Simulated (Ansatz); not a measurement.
# WS2 in Ansatz: settings compared

The runs below take WS2 through band structure, with LDA, PBE.

Everything below comes from runs of Ansatz 0.2.0. Logs are shortened: lines on timing, memory, paths and dates and some standing lists are left out, and cuts for length are marked.

### Step 1. Starting point

The cell holds a slab with vacuum, 12 atoms: a = 3.183 Å, b = 3.183 Å, c = 35.181 Å, α = 90.00°, β = 90.00°, γ = 120.00°.

### Step 2. Band structure, LDA

Contents of input.yaml:

```yaml
crystal:
  lattice:
    - [3.1831225544, 0.0, 0.0]
    - [-1.5915612772, 2.7566649955, 0.0]
    - [0.0, 0.0, 35.1805582101]
  atoms:
    - { symbol: W, position: [0.3333333333, 0.6666666667, 0.59231661] }
    - { symbol: W, position: [0.3333333333, 0.6666666667, 0.2234] }
    - { symbol: W, position: [0.6666666667, 0.3333333333, 0.7766] }
    - { symbol: W, position: [0.6666666667, 0.3333333333, 0.40768339] }
    - { symbol: S, position: [0.3333333333, 0.6666666667, 0.82114964] }
    - { symbol: S, position: [0.3333333333, 0.6666666667, 0.45202369] }
    - { symbol: S, position: [0.6666666667, 0.3333333333, 0.63662107] }
    - { symbol: S, position: [0.6666666667, 0.3333333333, 0.26774184] }
    - { symbol: S, position: [0.3333333333, 0.6666666667, 0.73225816] }
    - { symbol: S, position: [0.3333333333, 0.6666666667, 0.36337893] }
    - { symbol: S, position: [0.6666666667, 0.3333333333, 0.54797631] }
    - { symbol: S, position: [0.6666666667, 0.3333333333, 0.17885036] }
hamiltonian:
  xc: lda
  pseudopotentials: { kind: paw }
kpoints:
  mp_grid: { grid: [7, 7, 1] }
  band_path:
    path:
      - [[0.0, 0.0, 0.0], [0.5, 0.0, 0.0], [0.3333333333, 0.3333333333, 0.0], [0.0, 0.0, 0.0], [0.0, 0.0, 0.5], [0.5, 0.0, 0.5], [0.3333333333, 0.3333333333, 0.5], [0.0, 0.0, 0.5]]
      - [[0.5, 0.0, 0.5], [0.5, 0.0, 0.0]]
      - [[0.3333333333, 0.3333333333, 0.0], [0.3333333333, 0.3333333333, 0.5]]
    npoints: 10
scf:
  occupations: { method: fermi_dirac, width: 0.05 }
  n_extra_bands: 30
output:
  forces: true
  stress: true
  eigenvalues: true
  fatbands: true
```

Potentials or basis: Ansatz PAW.

Run with:

```bash
> ansatz run input.yaml --threads 4 --pin off --max-ram 11264MiB --backend cpu --events-out ev --progress --plain --runs-dir out
```

The log of the run:

```text
Warning: RAYON_NUM_THREADS=4 ignored (pool sized by the plan → 4); use --threads N
scf.n_extra_bands = 30 over 52 filled bands (N_el = 104.0): the run solves 82 bands
Engine: ansatz 0.2.0, aarch64-unknown-linux-gnu
Pseudopotentials: kind: paw
Pseudopotential: W, paw, valence charge 14, recommended cutoff 420 eV (normal), W.paw.azcp
Pseudopotential: S, paw, valence charge 6, recommended cutoff 420 eV (normal), S.paw.azcp
Functional definition: SPW92
  exchange = slater_x
  correlation = pw_c
Crystal: 12 atoms, lattice volume = 308.702 Å³
Basis set: ecut = 420 eV, 6081 PW (Γ)
Bands: 82, of which v1, the nominal top of the filled ones, is band 52 counted from 1 (51 counted from 0)
Symmetry: 12 space group operations
Space group: P-3m1 (ITA 164), of the structure as read, at distance tolerance 6.8e-5 Å
k-points: 8 of 49
Non-local potential: W, projectors of the file, l = 0: 3, l = 1: 2, l = 2: 2, l = 3: 1
Non-local potential: S, projectors of the file, l = 0: 2, l = 1: 2, l = 2: 2
PAW form: soft (Blöchl's): semilocal exchange-correlation on the pseudo side does not see the compensation charge
PAW frozen core: W, regenerated for the run's functional, and the local potential with it (the file was generated under x = pbe(κ = 0.804, μ = 0.2195149727645171), c = pbe(β = 0.06672455060314922))
PAW frozen core: S, regenerated for the run's functional, and the local potential with it (the file was generated under x = pbe(κ = 0.804, μ = 0.2195149727645171), c = pbe(β = 0.06672455060314922))
PAW one-centre angular grid: W, 590 points (default); XC on 64 Gauss nodes
PAW one-centre angular grid: S, 110 points (default); XC on 64 Gauss nodes
Initial density: superposition of atomic densities (neutral atoms: chi_scale 0, normalization atom), corrected by the library's trained network
Initial wavefunctions: pseudopotential atomic-orbital guess
Functional: x = slater, c = lda
SCF iter   1: F=—  HF=-47486.495609 eV  |F-HF|=—  |Δ(HF+E_count)|=         —  Δρ=8.91e-3  dr2=5.00e-1  ethr=1.77e-3  ⟨swp⟩=7.8  Hψ=3438  notcnv=0  defer=69
preconditioner: auto → Resta (q_TF=auto, 2.276 Å⁻¹)  ε∞=3.8  [insulator: Δε(μ)=1.336 eV  Ē_g=10.757 eV  σ=0.050 eV  W_gap=1.00  n_scr=24 (ndim 8)  ℏωp=17.9 eV  f_vac=0.281  D(μ)=0.00/eV (n_scr^D=0)  ε∞_Penn≈3.8  vacuum switching on, ρ_ref=8.4e-3 e/Å³]
SCF iter   2: F=—  HF=-47486.432826 eV  |F-HF|=—  |Δ(HF+E_count)|=   6.28e-2  Δρ=4.11e-3  dr2=8.24e-2  ethr=4.80e-4  ⟨swp⟩=3.1  Hψ=991  notcnv=0  defer=144
SCF iter   3: F=—  HF=-47486.421908 eV  |F-HF|=—  |Δ(HF+E_count)|=   1.09e-2  Δρ=2.20e-3  dr2=6.24e-3  ethr=7.92e-5  ⟨swp⟩=2.0  Hψ=737  notcnv=0  defer=144
SCF iter   4: F=—  HF=-47486.423480 eV  |F-HF|=—  |Δ(HF+E_count)|=   1.57e-3  Δρ=6.18e-4  dr2=8.44e-3  ethr=6.00e-6  ⟨swp⟩=3.0  Hψ=1011  notcnv=0  defer=144
SCF iter   5: F=—  HF=-47486.422684 eV  |F-HF|=—  |Δ(HF+E_count)|=   7.97e-4  Δρ=1.26e-4  dr2=8.56e-5  ethr=6.00e-6  ⟨swp⟩=2.0  Hψ=623  notcnv=0  defer=144
SCF iter   6: F=—  HF=-47486.422538 eV  |F-HF|=—  |Δ(HF+E_count)|=   1.45e-4  Δρ=6.58e-5  dr2=2.72e-5  ethr=8.23e-8  ⟨swp⟩=2.5  Hψ=1132  notcnv=0  defer=144
SCF iter   7: F=—  HF=-47486.422536 eV  |F-HF|=—  |Δ(HF+E_count)|=   2.55e-6  Δρ=3.26e-5  dr2=7.89e-6  ethr=2.62e-8  ⟨swp⟩=2.0  Hψ=724  notcnv=0  defer=144
SCF iter   8: F=—  HF=-47486.422535 eV  |F-HF|=—  |Δ(HF+E_count)|=   1.01e-6  Δρ=1.32e-5  dr2=9.86e-7  ethr=7.58e-9  ⟨swp⟩=2.2  Hψ=705  notcnv=0  defer=144
SCF iter   9: F=—  HF=-47486.422535 eV  |F-HF|=—  |Δ(HF+E_count)|=   1.63e-8  Δρ=3.67e-6  dr2=2.59e-7  ethr=9.48e-10  ⟨swp⟩=2.2  Hψ=827  notcnv=0  defer=144
SCF iter  10: F=-47486.422535 eV  HF=-47486.422535 eV  |F-HF|=1.04e-8  |Δ(HF+E_count)|=   1.28e-8  Δρ=1.68e-6  dr2=2.22e-8  ethr=9.62e-11  ⟨swp⟩=16.2  Hψ=3808  notcnv=0
SCF 1 converged in 10 iterations: F = -47486.422535 eV  dr2 = 2.22e-8
NSCF: frozen V_eff on 93 k-points
SCF converged after 10 iterations
Free energy (F): -47486.422535 eV
Harris-Foulkes:  -47486.422535 eV  (|F-HF|=1.04e-8)
Internal energy: -47486.422534 eV  (E = F + TS)
E sigma→0 (E₀):  -47486.422534 eV
Entropy (-TS):   -0.000000 eV (-0.000 meV/atom)
Fermi energy:    6.702326 eV
--- Per-component energies (eV) ---
  E_band       = -1309.477620
  E_kinetic    = 2665.762874
  E_local      = -57902.637206  (includes V_loc(G=0)·N_el)
  E_nonlocal   = 260.384147
  E_hartree    = 27946.752580
  E_xc         = -1832.799067
  E_vxc        = -1660.963125  (∫ρ·V_xc dr)
  E_paw        = -37788.995808  (= ΣΔE_a)
  E_vpaw       = -565.510774  (= ΣTr[D̂ρ^β])
  E_aug_tail   = -0.000257  (compensation charges beyond the density's cutoff)
  E_ewald      = 19162.752012
  E_core_change = 2.358192  (= ΣΔE_core)
  E_smearing   = -0.000000  (= −TS)
  E_closure    = 0.000000  (closes the sum)
  Σ components = -47486.422535   (vs F -47486.422535, Δ=0.00e0)
--- Forces (eV/Å), atoms counted from 1 ---
  atom   1  W     -0.00000000    -0.00000000    -0.02008269
  atom   2  W     -0.00000000    -0.00000000    -0.12180696
  atom   3  W      0.00000000     0.00000000     0.12180696
  atom   4  W      0.00000000     0.00000000     0.02008269
  atom   5  S     -0.00000000    -0.00000000    -0.54037211
  atom   6  S     -0.00000000    -0.00000000    -0.31915913
  atom   7  S      0.00000000     0.00000000    -0.29886883
  atom   8  S     -0.00000000     0.00000000    -0.33490061
  atom   9  S      0.00000000    -0.00000000     0.33490061
  atom  10  S      0.00000000    -0.00000000     0.29886883
  atom  11  S      0.00000000     0.00000000     0.31915913
  atom  12  S      0.00000000     0.00000000     0.54037211
  max |Σ_I F_I| component: 1.11e-16 eV/Å
--- Stress (GPa, compression-positive) ---
       -4.706139       0.000000       0.000000
       -0.000000      -4.706139      -0.000000
        0.000000      -0.000000      -3.274526
  P = ⅓ Tr σ = -4.2289 GPa (-42.289 kbar)
--- Band table (eV; the first three rows and the last of 8) ---
  k-point 0: bands = ["-68.3090", "-68.3090", "-68.3078", "-68.3078", "-32.5809", "-32.5809", "-32.5803", "-32.5803", "-32.4239", "-32.4239", "-32.4239", "-32.4239", "-32.4219", "-32.4219", "-32.4219", "-32.4219", "-9.1563", "-9.1193", "-9.0785", "-9.0592", "-7.5187", "-7.4575", "-7.3857", "-7.3331", "-1.0143", "-0.8495", "-0.6362", "-0.4675", "2.7034", "2.7034", "2.7063", "2.7063", "2.7358", "2.7358", "2.7358", "2.7358", "2.8936", "3.2545", "3.7405", "3.9492", "3.9492", "3.9601", "3.9601", "3.9813", "3.9813", "3.9820", "3.9820", "4.2204", "5.2799", "5.5863", "5.8891", "6.0754", "8.4785", "8.4785", "8.4807", "8.4807", "8.4834", "8.4834", "8.4838", "8.4838", "8.6424", "8.6424", "8.6623", "8.6623", "8.6927", "8.6927", "8.7173", "8.7173", "10.6481", "10.6948", "10.7984", "10.9286", "11.2197", "11.4760", "12.7600", "13.7802", "14.0019", "14.0242", "14.0968", "14.1889", "14.2423", "14.3706"]
  k-point 1: bands = ["-68.3059", "-68.3059", "-68.3046", "-68.3046", "-32.5693", "-32.5693", "-32.5687", "-32.5687", "-32.4885", "-32.4885", "-32.4863", "-32.4863", "-32.4390", "-32.4390", "-32.4369", "-32.4369", "-8.8254", "-8.7888", "-8.7483", "-8.7288", "-7.3916", "-7.3351", "-7.2700", "-7.2233", "-0.6303", "-0.4692", "-0.2578", "-0.0883", "1.9389", "1.9490", "1.9742", "1.9751", "2.3062", "2.5263", "2.7458", "2.8748", "3.0239", "3.0306", "3.0578", "3.0579", "3.4814", "3.4950", "3.5164", "3.5174", "4.0537", "4.1632", "4.3587", "4.6100", "5.1927", "5.3667", "5.5135", "5.5892", "7.9395", "8.0259", "8.1447", "8.2589", "8.2943", "8.3624", "8.3878", "8.4239", "8.4301", "8.4516", "8.4566", "8.4584", "9.0157", "9.0309", "9.0495", "9.0618", "11.4018", "11.5916", "12.0210", "12.1881", "12.2370", "12.3780", "13.1980", "14.1243", "14.2279", "14.3869", "14.7255", "14.9875", "15.0449", "15.1183"]
  k-point 2: bands = ["-68.2987", "-68.2987", "-68.2975", "-68.2975", "-32.6312", "-32.6312", "-32.6285", "-32.6285", "-32.5430", "-32.5430", "-32.5425", "-32.5425", "-32.4726", "-32.4726", "-32.4704", "-32.4704", "-7.9838", "-7.9505", "-7.9130", "-7.8953", "-7.0730", "-7.0295", "-6.9830", "-6.9525", "-0.0803", "0.0151", "0.1268", "0.1975", "0.9173", "0.9714", "1.0639", "1.1860", "1.3456", "1.4749", "1.5595", "1.5911", "2.7030", "2.7186", "2.7407", "2.7428", "3.6888", "3.7452", "3.7643", "3.7886", "3.7911", "3.8062", "3.9707", "4.1261", "4.5014", "4.5463", "4.5855", "4.6055", "7.7314", "7.8927", "8.0811", "8.1068", "8.1122", "8.1400", "8.1672", "8.3344", "8.7698", "8.9296", "9.1056", "9.2289", "9.8218", "9.8606", "9.9137", "9.9568", "12.2995", "12.3602", "12.5008", "12.5962", "12.8351", "12.9909", "13.6504", "13.8912", "13.9836", "14.0025", "14.0932", "14.3542", "14.4473", "14.9179"]
  k-point 7: bands = ["-68.2907", "-68.2907", "-68.2894", "-68.2894", "-32.6963", "-32.6963", "-32.6934", "-32.6934", "-32.6042", "-32.6042", "-32.6017", "-32.6017", "-32.5133", "-32.5133", "-32.5130", "-32.5130", "-6.7761", "-6.7617", "-6.7405", "-6.7374", "-6.5909", "-6.5751", "-6.5602", "-6.5575", "-0.0476", "-0.0439", "-0.0379", "0.0053", "0.0114", "0.0123", "0.0181", "0.0254", "1.4231", "1.4316", "1.4562", "1.4661", "1.7784", "1.8179", "1.8902", "1.9807", "2.1357", "2.2602", "2.3491", "2.3724", "3.4235", "3.4510", "3.5119", "3.5735", "5.2548", "5.2854", "5.3182", "5.3380", "7.6951", "7.7203", "7.7452", "7.7561", "8.6403", "8.7988", "8.9951", "9.1649", "9.1836", "9.3466", "9.3761", "9.4236", "10.7055", "10.7988", "10.9311", "11.0593", "12.0391", "12.1317", "12.2267", "12.2427", "12.6461", "12.9367", "13.3550", "13.7193", "14.4606", "14.5340", "14.6155", "14.7436", "15.3446", "15.5703"]
```

It took 44 s on 4 threads of Arm Neoverse V1, shared host; peak memory 1.4 GiB.

What came out:

```
Free energy             : -47486.4225 eV
Largest force           : 0.540 eV/Å
Band gap on the k mesh  : 1.35 eV, indirect (least direct gap 2.35 eV)
Band gap along the path : 1.27 eV, indirect (least direct gap 1.73 eV)
```

Forces on the atoms (eV/Å):
```
W    0.000  0.000 -0.020
W    0.000  0.000 -0.122
W    0.000  0.000  0.122
W    0.000  0.000  0.020
S    0.000  0.000 -0.540
S    0.000  0.000 -0.319
S    0.000  0.000 -0.299
S    0.000  0.000 -0.335
S    0.000  0.000  0.335
S    0.000  0.000  0.299
S    0.000  0.000  0.319
S    0.000  0.000  0.540
```

Levels at the corners of the path, in eV from the valence-band top:
| point | band 50 | band 51 | band 52 | band 53 | band 54 | band 55 |
| --- | --- | --- | --- | --- | --- | --- |
| Γ | -0.49 | -0.19 | 0.00 | 2.40 | 2.40 | 2.41 |
| M | -1.39 | -1.36 | -1.34 | 2.31 | 2.32 | 2.33 |
| K | -0.51 | -0.48 | -0.45 | 1.28 | 1.28 | 1.30 |
| Γ | -0.49 | -0.19 | 0.00 | 2.40 | 2.40 | 2.41 |
| A | -0.49 | -0.19 | 0.00 | 2.40 | 2.40 | 2.41 |
| L | -1.39 | -1.36 | -1.34 | 2.31 | 2.32 | 2.33 |
| H | -0.51 | -0.48 | -0.45 | 1.28 | 1.28 | 1.30 |
| A | -0.49 | -0.19 | 0.00 | 2.40 | 2.40 | 2.41 |
| L | -1.39 | -1.36 | -1.34 | 2.31 | 2.32 | 2.33 |
| M | -1.39 | -1.36 | -1.34 | 2.31 | 2.32 | 2.33 |
| K | -0.51 | -0.48 | -0.45 | 1.28 | 1.28 | 1.30 |
| H | -0.51 | -0.48 | -0.45 | 1.28 | 1.28 | 1.30 |

Caveat: the k mesh misses the band edges, so the gap on the mesh is wider than the one along the path; spin-orbit coupling is left out, which moves the levels of the heavy elements; the PAW data sets come from PBE, with cores solved anew for the run's functional, which leaves a small shift of forces and pressure. Expect the measured gap to be larger: semilocal functionals such as LDA lack the derivative discontinuity.

### Step 3. Band structure, PBE

Changes to input.yaml since step 2:

```diff
@@ -19,3 +19,3 @@
 hamiltonian:
-  xc: lda
+  xc: pbe
   pseudopotentials: { kind: paw }
@@ -36,2 +36,6 @@
   eigenvalues: true
-  fatbands: true
+  fatbands: false
+  write_density: true
+  write_potential: true
+  elf: true
+  volumetric_format: npy
```

Potentials or basis: Ansatz PAW.

Run with:

```bash
> ansatz run input.yaml --threads 4 --pin off --max-ram 11264MiB --backend cpu --events-out ev --progress --plain --runs-dir out
```

Run time: 22 s. Hardware: 4 threads of Arm Neoverse V1, shared host; peak memory 1.5 GiB.

It converged, with:

| Item | Value |
| --- | --- |
| Free energy | -48765.7040 eV |
| Largest force | 0.231 eV/Å |
| Band gap on the k mesh | 1.41 eV, indirect (least direct gap 2.38 eV) |
| Band gap along the path | 1.32 eV, indirect (least direct gap 1.75 eV) |

Forces in eV/Å, atoms in the order of the input:
```
W    0.000  0.000 -0.021
W    0.000  0.000 -0.135
W    0.000  0.000  0.135
W    0.000  0.000  0.021
S    0.000  0.000  0.118
S    0.000  0.000  0.212
S    0.000  0.000  0.231
S    0.000  0.000  0.193
S    0.000  0.000 -0.193
S    0.000  0.000 -0.231
S    0.000  0.000 -0.212
S    0.000  0.000 -0.118
```

Stress tensor (GPa, compression positive):
```
0.88 0.00 0.00
0.00 0.88 0.00
0.00 0.00 1.82
```

Levels at the corners of the path, in eV from the valence-band top:
```csv
point,band 50,band 51,band 52,band 53,band 54,band 55
Γ,-0.47,-0.18,0.00,2.42,2.42,2.42
M,-1.40,-1.37,-1.35,2.36,2.37,2.38
K,-0.49,-0.46,-0.43,1.32,1.32,1.34
Γ,-0.47,-0.18,0.00,2.42,2.42,2.42
A,-0.47,-0.18,0.00,2.42,2.42,2.42
L,-1.40,-1.37,-1.35,2.36,2.37,2.38
H,-0.49,-0.46,-0.43,1.32,1.32,1.34
A,-0.47,-0.18,0.00,2.42,2.42,2.42
L,-1.40,-1.37,-1.35,2.36,2.37,2.38
M,-1.40,-1.37,-1.35,2.36,2.37,2.38
K,-0.49,-0.46,-0.43,1.32,1.32,1.34
H,-0.49,-0.46,-0.43,1.32,1.32,1.34
```

Caveat: the k mesh misses the band edges, so the gap on the mesh is wider than the one along the path; spin-orbit coupling is left out, which moves the levels of the heavy elements. Expect the measured gap to be larger: semilocal functionals such as PBE lack the derivative discontinuity.
